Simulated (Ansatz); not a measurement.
`O[SiH2]C[TeH]` + trifluoromethane → `FC(F)(F)[TeH]` + `C[SiH2]O`  (formal exchange of groups at a Te–C bond)

Gas-phase electronic energies from Ansatz, PBE0-D4/def2-TZVP geometries. CBS: MP2 limit from def2 TZ/QZ plus the TZ coupled-cluster correction, frozen cores. This one scheme is used for every species. DFT in def2-TZVPP. def2 core potentials past Kr. For Te outer-core shells are correlated without core-valence functions, which leaves a few kJ/mol of doubt a bond. Each species was taken in one conformer, which may not be the lowest.

```json
{"level": "ωB97X-V", "ΔE (kJ/mol)": "30.4"}
{"level": "CCSD/def2-TZVPP", "ΔE (kJ/mol)": "42.9"}
```

Problem. What does CCSD(T)/CBS give? (Estimate.)

Solution. Ansatz gave: +41.4 kJ/mol. The listed levels differ from it by -11.0, 1.5 kJ/mol.

Largest T1 diagnostic among the species: 0.012.

From PBE to PBE0 (25 % exact exchange), in def2-TZVPP and without D4, ΔE moves by +8.0 kJ/mol. The D4 term adds +6.1 kJ/mol with B3LYP and +3.4 kJ/mol with PBE0; it sums over pairs of atoms, weighted by their polarisabilities, and B3LYP, whose exchange is more repulsive, gets the larger term.

B3LYP here is the variant with VWN-RPA as its local correlation; programs differ in this.

CCSD(T)/CBS has its own doubt, a few kJ/mol and more with outer-core shells, so smaller differences from it don't rank the levels.
